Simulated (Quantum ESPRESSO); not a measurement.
# C (C2/m) in Quantum ESPRESSO: convergence with wavefunction cutoff

Aim: find how far wavefunction cutoff must go before the results for C settle, at PBE. This setting moves, with any that are tied to it; all else stays.

Program: Quantum ESPRESSO 7.5. These are calculated values, not measurements. Logs are shortened: lines on timing, memory, paths and dates and some standing lists are left out, and cuts for length are marked.

## (1) The structure

It takes space group C2/m (No. 12, monoclinic). Conventional cell: a = 4.255 Å, b = 2.457 Å, c = 3.765 Å, α = 90.00°, β = 111.49°, γ = 90.00°. C (site symmetry m) is surrounded by 3 C at 1.42 Å.

This is a stacking variant of graphite.

## (2) With wavefunction cutoff 33 Ry

The input, pw.in:

```
&CONTROL
  calculation = 'scf'
  prefix = 'pwscf'
  outdir = './tmp'
  pseudo_dir = './pseudo'
  tprnfor = .true.
  tstress = .true.
  disk_io = 'nowf'
/
&SYSTEM
  ibrav = 0
  nat = 2
  ntyp = 1
  ecutwfc = 33
  nbnd = 18
  occupations = 'smearing'
  smearing = 'fd'
  degauss = 0.00734986
  noncolin = .true.
  lspinorb = .true.
/
&ELECTRONS
  conv_thr = 4d-10
  electron_maxstep = 120
  mixing_beta = 0.5
/
ATOMIC_SPECIES
C     12.0110 C.upf
CELL_PARAMETERS angstrom
   2.1273203072   -1.2282824400    0.0000000000
   2.1273203072    1.2282824400    0.0000000000
  -1.3790696309    0.0000000000    3.5028300786
ATOMIC_POSITIONS crystal
C      0.1666444700    0.1666444700    0.9999069600
C      0.8333555300    0.8333555300    0.0000930400
K_POINTS automatic
9 9 6 0 0 0
```

Potentials or basis: PseudoDojo 0.4 FR PBE standard.

Run with:

```console
$ OMP_NUM_THREADS=1 pw.x -in pw.in > pw.out
```

Wall time 18 s (1 thread of Arm Neoverse V2, shared host); peak memory 0.06 GiB.

What came out:

| Item | Value |
| --- | --- |
| Free energy | -325.2895 eV |
| Pressure | -39.7 GPa |
| Largest force | 0.014 eV/Å |
| Band gap on the k mesh | 0.51 eV, indirect (least direct gap 0.52 eV) |

## (3) With wavefunction cutoff 41 Ry

Changes to pw.in since step 2:

```diff
@@ -13,3 +13,3 @@
   ntyp = 1
-  ecutwfc = 33
+  ecutwfc = 41
   nbnd = 18
```

Potentials or basis: PseudoDojo 0.4 FR PBE standard.

Run with:

```console
$ OMP_NUM_THREADS=1 pw.x -in pw.in > pw.out
```

Wall time 18 s (1 thread of Arm Neoverse V2, shared host); peak memory 0.07 GiB.

Results:

```
Free energy            : -326.7322 eV
Pressure               : -22.2 GPa
Largest force          : 0.015 eV/Å
Band gap on the k mesh : 0.46 eV, indirect (least direct gap 0.49 eV)
```

## (4) With wavefunction cutoff 49 Ry

Changes to pw.in since step 3:

```diff
@@ -13,3 +13,3 @@
   ntyp = 1
-  ecutwfc = 41
+  ecutwfc = 49
   nbnd = 18
```

Run with:

```console
$ OMP_NUM_THREADS=1 pw.x -in pw.in > pw.out
```

Run time: 39 s. Hardware: 1 thread of Arm Neoverse V2, shared host; peak memory 0.09 GiB.

What came out:

```
Free energy            : -327.4188 eV
Pressure               : -9.3 GPa
Largest force          : 0.014 eV/Å
Band gap on the k mesh : 0.46 eV, indirect (least direct gap 0.49 eV)
```

## (5) With wavefunction cutoff 57 Ry

Changes to pw.in since step 4:

```diff
@@ -13,3 +13,3 @@
   ntyp = 1
-  ecutwfc = 49
+  ecutwfc = 57
   nbnd = 18
```

Run with:

```console
$ OMP_NUM_THREADS=1 pw.x -in pw.in > pw.out
```

Wall time 47 s (1 thread of Arm Neoverse V2, shared host); peak memory 0.11 GiB.

What came out:

| Item | Value |
| --- | --- |
| Free energy | -327.6806 eV |
| Pressure | -2.1 GPa |
| Largest force | 0.016 eV/Å |
| Band gap on the k mesh | 0.46 eV, indirect (least direct gap 0.49 eV) |

## (6) With wavefunction cutoff 66 Ry

Changes to pw.in since step 5:

```diff
@@ -13,3 +13,3 @@
   ntyp = 1
-  ecutwfc = 57
+  ecutwfc = 66
   nbnd = 18
```

Potentials or basis: PseudoDojo 0.4 FR PBE standard.

Run with:

```console
$ OMP_NUM_THREADS=1 pw.x -in pw.in > pw.out
```

It took 51 s on 1 thread of Arm Neoverse V2, shared host; peak memory 0.13 GiB.

Results (log left out):

- Free energy: -327.7743 eV
- Pressure: 1.5 GPa
- Largest force: 0.015 eV/Å
- Band gap on the k mesh: 0.46 eV, indirect (least direct gap 0.49 eV)

## (7) With wavefunction cutoff 74 Ry

Changes to pw.in since step 6:

```diff
@@ -13,3 +13,3 @@
   ntyp = 1
-  ecutwfc = 66
+  ecutwfc = 74
   nbnd = 18
```

Run with:

```console
$ OMP_NUM_THREADS=1 pw.x -in pw.in > pw.out
```

Run time: 55 s. Hardware: 1 thread of Arm Neoverse V2, shared host; peak memory 0.15 GiB.

The run converged. Its results:

| Quantity | Value |
| --- | --- |
| Free energy | -327.8019 eV |
| Pressure | 3.1 GPa |
| Largest force | 0.015 eV/Å |
| Band gap on the k mesh | 0.46 eV, indirect (least direct gap 0.49 eV) |

## (8) With wavefunction cutoff 82 Ry

Changes to pw.in since step 7:

```diff
@@ -13,3 +13,3 @@
   ntyp = 1
-  ecutwfc = 74
+  ecutwfc = 82
   nbnd = 18
```

Run with:

```console
$ OMP_NUM_THREADS=1 pw.x -in pw.in > pw.out
```

Wall time 91 s (1 thread of Arm Neoverse V2, shared host); peak memory 0.17 GiB.

Results (log left out):

```
Free energy            : -327.8091 eV
Pressure               : 3.7 GPa
Largest force          : 0.015 eV/Å
Band gap on the k mesh : 0.46 eV, indirect (least direct gap 0.49 eV)
```

## (9) With wavefunction cutoff 98 Ry

Changes to pw.in since step 8:

```diff
@@ -13,3 +13,3 @@
   ntyp = 1
-  ecutwfc = 82
+  ecutwfc = 98
   nbnd = 18
```

Potentials or basis: PseudoDojo 0.4 FR PBE standard.

Run with:

```console
$ OMP_NUM_THREADS=1 pw.x -in pw.in > pw.out
```

It took 100 s on 1 thread of Arm Neoverse V2, shared host; peak memory 0.22 GiB.

The run converged. Its results:

```
Free energy            : -327.8102 eV
Pressure               : 3.8 GPa
Largest force          : 0.015 eV/Å
Band gap on the k mesh : 0.46 eV, indirect (least direct gap 0.49 eV)
```

## (10) With wavefunction cutoff 123 Ry

Changes to pw.in since step 9:

```diff
@@ -13,3 +13,3 @@
   ntyp = 1
-  ecutwfc = 98
+  ecutwfc = 123
   nbnd = 18
```

Potentials or basis: PseudoDojo 0.4 FR PBE standard.

Run with:

```console
$ OMP_NUM_THREADS=1 pw.x -in pw.in > pw.out
```

pw.out:

```text
This program is part of the open-source Quantum ESPRESSO suite
     for quantum simulation of materials; please cite
[... 9 lines left out ...]
     --------------------
     sticks:   dense  smooth     PW     G-vecs:    dense   smooth      PW
     Sum         745     745    223                22797    22797    3913

     Using Slab Decomposition

     bravais-lattice index     =            0
     lattice parameter (alat)  =       4.6420  a.u.
     unit-cell volume          =     123.5312 (a.u.)^3
     number of atoms/cell      =            2
     number of atomic types    =            1
     number of electrons       =         8.00
     number of Kohn-Sham states=           18
     kinetic-energy cutoff     =     123.0000  Ry
     charge density cutoff     =     492.0000  Ry
     scf convergence threshold =      4.0E-10
     mixing beta               =       0.5000
     number of iterations used =            8  plain     mixing
     Exchange-correlation= PBE
                           (   1   4   3   4   0   0   0)
     Non magnetic calculation with spin-orbit

     celldm(1)=   4.642027  celldm(2)=   0.000000  celldm(3)=   0.000000
     celldm(4)=   0.000000  celldm(5)=   0.000000  celldm(6)=   0.000000

     crystal axes: (cart. coord. in units of alat)
               a(1) = (   0.866012  -0.500022   0.000000 )
               a(2) = (   0.866012   0.500022   0.000000 )
               a(3) = (  -0.561407   0.000000   1.425970 )

     reciprocal axes: (cart. coord. in units 2 pi/alat)
               b(1) = (  0.577359 -0.999955  0.227307 )
               b(2) = (  0.577359  0.999955  0.227307 )
               b(3) = ( -0.000000  0.000000  0.701277 )

     PseudoPot. # 1 for C  read from file:
     C.upf
     Pseudo is Norm-conserving + core correction, Zval =  4.0
     Generated using ONCVPSP code by D. R. Hamann
     Using radial grid of 1248 points,  6 beta functions with:
                l(1) =   0
                l(2) =   0
                l(3) =   1
                l(4) =   1
                l(5) =   1
                l(6) =   1

     atomic species   valence    mass     pseudopotential
     C                 4.00    12.01100     C ( 1.00)

      4 Sym. Ops., with inversion, found

   Cartesian axes

     site n.     atom                  positions (alat units)
         1        C      tau(   1) = (  -0.2727219   0.0000000   1.4258371  )
         2        C      tau(   2) = (   1.4433403  -0.0000000   0.0001327  )

     number of k points=   140  Fermi-Dirac smearing, width (Ry)=  0.0073

     Number of k-points >= 100: set verbosity='high' to print them.

     Dense  grid:    22797 G-vectors     FFT dimensions: (  36,  36,  54)

     Initial potential from superposition of free atoms

     starting charge       7.9999, renormalised to       8.0000
     Starting wfcs are   16 randomized atomic wfcs +    2 random wfcs

     Self-consistent Calculation

     iteration #  1     ecut=   123.00 Ry     beta= 0.50
     Davidson diagonalization with overlap
     ethr =  1.00E-02,  avg # of iterations =  5.4

     total energy              =     -24.08518063 Ry
     estimated scf accuracy    <       0.19566599 Ry

     iteration #  2     ecut=   123.00 Ry     beta= 0.50
     Davidson diagonalization with overlap
     ethr =  2.45E-03,  avg # of iterations =  1.3

     total energy              =     -24.09070658 Ry
     estimated scf accuracy    <       0.01824714 Ry

     iteration #  3     ecut=   123.00 Ry     beta= 0.50
     Davidson diagonalization with overlap
     ethr =  2.28E-04,  avg # of iterations =  3.6

     total energy              =     -24.09357446 Ry
     estimated scf accuracy    <       0.00050487 Ry

     iteration #  4     ecut=   123.00 Ry     beta= 0.50
     Davidson diagonalization with overlap
     c_bands:  1 eigenvalues not converged
     ethr =  6.31E-06,  avg # of iterations =  4.0

     total energy              =     -24.09360930 Ry
     estimated scf accuracy    <       0.00004129 Ry

     iteration #  5     ecut=   123.00 Ry     beta= 0.50
     Davidson diagonalization with overlap
     ethr =  5.16E-07,  avg # of iterations =  2.4

     total energy              =     -24.09361745 Ry
     estimated scf accuracy    <       0.00000090 Ry

     iteration #  6     ecut=   123.00 Ry     beta= 0.50
     Davidson diagonalization with overlap
     ethr =  1.13E-08,  avg # of iterations =  2.0

     total energy              =     -24.09361760 Ry
     estimated scf accuracy    <       0.00000004 Ry

     iteration #  7     ecut=   123.00 Ry     beta= 0.50
     Davidson diagonalization with overlap
     ethr =  4.85E-10,  avg # of iterations =  2.3

     total energy              =     -24.09361762 Ry
     estimated scf accuracy    <          1.9E-09 Ry

     iteration #  8     ecut=   123.00 Ry     beta= 0.50
     Davidson diagonalization with overlap
     ethr =  2.33E-11,  avg # of iterations =  2.4

     End of self-consistent calculation

     Number of k-points >= 100: set verbosity='high' to print the bands.

     the Fermi energy is     6.6276 ev

!    total energy              =     -24.09361762 Ry
     estimated scf accuracy    <          1.7E-11 Ry
     smearing contrib. (-TS)   =      -0.00018642 Ry
     internal energy E=F+TS    =     -24.09343120 Ry

     The total energy is F=E-TS. E is the sum of the following terms:
     one-electron contribution =      -7.08478424 Ry
     hartree contribution      =       7.49691680 Ry
     xc contribution           =      -8.60084742 Ry
     ewald contribution        =     -15.90471635 Ry

     convergence has been achieved in   8 iterations

     Forces acting on atoms (cartesian axes, Ry/au):

     atom    1 type  1   force =    -0.00010617    0.00000000   -0.00057331
     atom    2 type  1   force =     0.00010617   -0.00000000    0.00057331

     Total force =     0.000825     Total SCF correction =     0.000000

     Computing stress (Cartesian axis) and pressure

          total   stress  (Ry/bohr**3)                   (kbar)     P=       38.24
   0.00033359  -0.00000000  -0.00000213           49.07       -0.00       -0.31
   0.00000000   0.00032871  -0.00000000            0.00       48.36       -0.00
  -0.00000213  -0.00000000   0.00011747           -0.31       -0.00       17.28

=------------------------------------------------------------------------------=
   JOB DONE.
=------------------------------------------------------------------------------=
```

It took 2.8 min on 1 thread of Arm Neoverse V2, shared host; peak memory 0.3 GiB.

Results:

```yaml
Free_energy: -327.8104 eV
Pressure: 3.8 GPa
Largest_force: 0.015 eV/Å
Band_gap_on_the_k_mesh: 0.46 eV, indirect (least direct gap 0.49 eV)
```

## (11) The series at a glance

| wavefunction cutoff | energy less the tightest run, at zero smearing (meV/atom) | pressure (GPa) | largest force (eV/Å) | gap on the mesh (eV) | SCF cycles | CPU time (s) | peak memory (GiB) |
| --- | --- | --- | --- | --- | --- | --- | --- |
| 33 Ry | 1260.37 | -39.68 | 0.014 | 0.511 | 7 | 18 | 0.06 |
| 41 Ry | 539.06 | -22.21 | 0.015 | 0.456 | 7 | 18 | 0.07 |
| 49 Ry | 195.79 | -9.34 | 0.014 | 0.465 | 8 | 39 | 0.09 |
| 57 Ry | 64.85 | -2.14 | 0.016 | 0.465 | 8 | 47 | 0.11 |
| 66 Ry | 18.01 | 1.54 | 0.015 | 0.463 | 8 | 51 | 0.13 |
| 74 Ry | 4.24 | 3.09 | 0.015 | 0.464 | 8 | 55 | 0.15 |
| 82 Ry | 0.63 | 3.68 | 0.015 | 0.464 | 8 | 91 | 0.17 |
| 98 Ry | 0.10 | 3.82 | 0.015 | 0.464 | 8 | 100 | 0.22 |
| 123 Ry | 0.00 | 3.82 | 0.015 | 0.464 | 8 | 170 | 0.3 |

Against the tightest run, the energy stays within 1 meV/atom from 82 Ry on; the pressure stays within 0.1 GPa from 98 Ry on; the largest force stays within 0.005 eV/Å from 33 Ry on; the gap on the mesh stays within 0.01 eV from 41 Ry on. The tightest run that finished is the yardstick and may itself not be fully converged.

Caveats: an odd mesh through Γ misses points on the zone boundary, where band edges often lie; this functional lacks dispersion, which binds the layers, so the pressure and a relaxed spacing across them are unreliable.
